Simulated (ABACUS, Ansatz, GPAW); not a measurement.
# The equilibrium volume of BAs, sorted by core time

```
As B
1.0
     0.00000    2.38850    2.38850
     2.38850    0.00000    2.38850
     2.38850    2.38850    0.00000
As B
1 1
Direct
  0.75000 0.75000 0.75000
  0.00000 0.00000 0.00000
```

```csv
rung,level,program and potentials,cutoff (eV),k mesh,smearing,core time,chip,equilibrium volume (Å³/atom),miss,notes
GGA,PBEsol,"Ansatz, Ansatz PAW",420,10 × 10 × 10,fermi-dirac 0.05,9.6 s,Intel Xeon,13.55,-0.5 %,"potentials made for PBE, which Ansatz adapts in part"
GGA,PBEsol,"Ansatz, Ansatz PAW (files of its older set among them)",710,10 × 10 × 10,fermi-dirac 0.05,20 s,Intel Xeon,(a),?,"potentials made for PBE, which Ansatz adapts in part"
GGA,PBEsol,"Ansatz, PseudoDojo standard",1143,10 × 10 × 10,fermi-dirac 0.05,31 s,Intel Xeon,13.56,-0.4 %,potentials made for PBE
GGA,PBEsol,"Ansatz, PseudoDojo stringent",1415,10 × 10 × 10,fermi-dirac 0.05,37 s,Intel Xeon,13.56,-0.4 %,potentials made for PBE
GGA,PBEsol,"Ansatz, JTH PAW",1350,10 × 10 × 10,fermi-dirac 0.05,43 s,Intel Xeon,13.55,-0.5 %,potentials made for PBE
GGA + dispersion,BLYP+D3(BJ),"GPAW, PAW data sets generated for this functional",800,8 × 8 × 8,fermi-dirac 0.05,72 s,Arm Neoverse V1,13.61,-0.1 %,-
hybrid,B3LYP5,"Ansatz, Ansatz PAW",420,5 × 5 × 5,fermi-dirac 0.05,83 s,Arm Neoverse V2,14.05,+3.2 %,"coarse mesh; potentials made for PBE, which Ansatz adapts in part"
GGA,PBE,"ABACUS, PseudoDojo NC SR 0.4.1 PBE standard, plane waves",1143,10 × 10 × 10,fermi-dirac 0.05,3 min,Intel Xeon Platinum 8375C Ice Lake,13.90,+2.1 %,-
```

Times are single runs on shared hosts and different chips, so they are rough; meshes, cutoffs and the tasks' sizes weigh on the time. Task: equation of state. All rows: no spin polarisation. Smearing widths are in eV. Meshes differ between rows, which moves values too. Meshes are those of the run's cell of 2 atoms unless a note names another. Misses use the values as printed. Runs on faulty files, with rough fits or with known faults for this quantity aren't shown. No row holds spin-orbit coupling.

Measured: 13.62 Å³/atom at 300 K (arxiv:1906.04101). The runs are for a static lattice.

Problem. Estimate the value left out from the other rows.

Solution. (a) 13.54 Å³/atom, miss -0.6 %.
